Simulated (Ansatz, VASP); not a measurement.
This is a calculation of NaCl for VASP 6.6.1.

INCAR

```
PREC = Accurate ; ENCUT = 520
EDIFF = 1E-7 ; ISMEAR = -1
SIGMA = 0.05 ; LREAL = False
LASPH = True ; NELM = 60
ALGO = Normal ; ISIF = 2
LWAVE = False ; LCHARG = False
GGA = PE ; IBRION = 2
NSW = 40 ; EDIFFG = -0.01
```

Contents of KPOINTS:

```
regular mesh
0
Gamma
  7 7 7
```

Contents of POSCAR:

```
NaCl
1.0
   -0.0312573000      3.1257300000      3.1257300000
    3.1257300000     -0.0312573000      3.1257300000
    3.0944727000      3.0944727000      0.0000000000
Na Cl
1 1
Direct
    0.2500000000      0.2500000000      0.2500000000
    0.5000000000      0.5000000000      0.5000000000
```

Potentials or basis: VASP PAW PBE potentials, release 64 (Na_pv, Cl).

Launch:

```console
$ cat potpaw_PBE.64/Na_pv/POTCAR potpaw_PBE.64/Cl/POTCAR > POTCAR
$ mpirun -np 1 vasp_std > vasp.out
```

Set up the same calculation for Ansatz 0.2.0. Potentials there: Ansatz PAW.

As run (the cutoff follows the program's own potentials):

The input input.yaml:

```yaml
crystal:
  lattice:
    - [-0.0312573, 3.12573, 3.12573]
    - [3.12573, -0.0312573, 3.12573]
    - [3.0944727, 3.0944727, 0.0]
  atoms:
    - { symbol: Na, position: [0.25, 0.25, 0.25] }
    - { symbol: Cl, position: [0.5, 0.5, 0.5] }
hamiltonian:
  xc: pbe
  pseudopotentials: { kind: paw }
kpoints:
  mp_grid: { grid: [7, 7, 7] }
scf:
  occupations: { method: fermi_dirac, width: 0.05 }
output:
  forces: true
  stress: true
  eigenvalues: true
relax:
  f_tol: 0.01
  max_steps: 40
```

Potentials or basis: Ansatz PAW.

Run with:

```sh
$ ansatz run input.yaml --threads 2 --pin off --max-ram 5632MiB --backend cpu --events-out ev --progress --plain --runs-dir out
```

Both were run:

|  | VASP | Ansatz | Ansatz less VASP |
| --- | --- | --- | --- |
| gap on the k mesh at the Fermi level, each at its own relaxed structure (eV) | 4.83 | 4.83 | +0.001 |

The two sets of potentials don't hold the same shells in valence.

Caveats: an odd mesh through Γ misses points on the zone boundary, where band edges often lie (VASP); odd divisions of the mesh miss points on the zone boundary, where band edges often lie, so the gap on the mesh can be too wide (Ansatz).
